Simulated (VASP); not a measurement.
Write the native input for VASP 6.6.1 that does the following.

```
Task                   : relaxation of cell and atoms
Functional             : PBEsol
Potentials or basis    : VASP PAW PBE potentials, release 64 (Ta_pv)
Cutoff                 : 600 eV
k mesh                 : 18 × 18 × 10
Occupations            : gaussian, width 0.1 eV
Spin                   : no spin polarisation
Further INCAR settings : ALGO = Fast; EDIFF = 1e-07; IBRION = 2; EDIFFG = -0.005; NSW = 90; ISIF = 3
```

The structure of Ta lies in POSCAR:

```
Ta
1.0
    2.9416827500      0.0000000000      0.0000000000
   -1.4708413800      2.5475719900      0.0000000000
    0.0000000000      0.0000000000      4.8037679400
Ta
2
Direct
    0.3333333300      0.6666666700      0.2500000000
    0.6666666700      0.3333333300      0.7500000000
```

This isn't the form of Ta at room conditions, which is bcc.

One way to write it, as run:

INCAR

```
SYSTEM = Ta
  PREC = Accurate
  ENCUT = 600
  EDIFF = 1E-7
  ISMEAR = 0
  SIGMA = 0.1
  LREAL = .FALSE.
  LASPH = .TRUE.
  NELM = 60
  ALGO = Fast
  ISIF = 3
  LWAVE = .FALSE.
  LCHARG = .FALSE.
  GGA = PS
  IBRION = 2
  NSW = 90
  EDIFFG = -0.005
```

KPOINTS

```
Automatic mesh
0
G
  18 18 10
  0 0 0
```

Potentials or basis: VASP PAW PBE potentials, release 64 (Ta_pv).

Launch:

```console
$ cat potpaw_PBE.64/Ta_pv/POTCAR > POTCAR
$ mpirun -np 1 vasp_std > vasp.out
```

It gave:

| Item | Value |
| --- | --- |
| Relaxed volume | 18.13 Å³/atom |
| Relaxed cell | a = 2.867 Å, b = 2.867 Å, c = 5.093 Å, α = 90.00°, β = 90.00°, γ = 120.00° |
| Space group after relaxing (to 0.05 Å) | P6_3/mmc (No. 194) |
| Energy gained by relaxing | 44.8 meV/atom |
| Ionic steps | 8 |
| Pressure after relaxing | 0.0 GPa |
| Band gap on the k mesh | none (metal or under the smearing width) |

Caveat: the PAW data sets were made with another functional, which shifts forces and pressure a little.

It took 4.4 min on 1 thread of Intel(R) Xeon(R) 6975P-C (Granite Rapids) (shared host), peak memory 0.27 GiB.
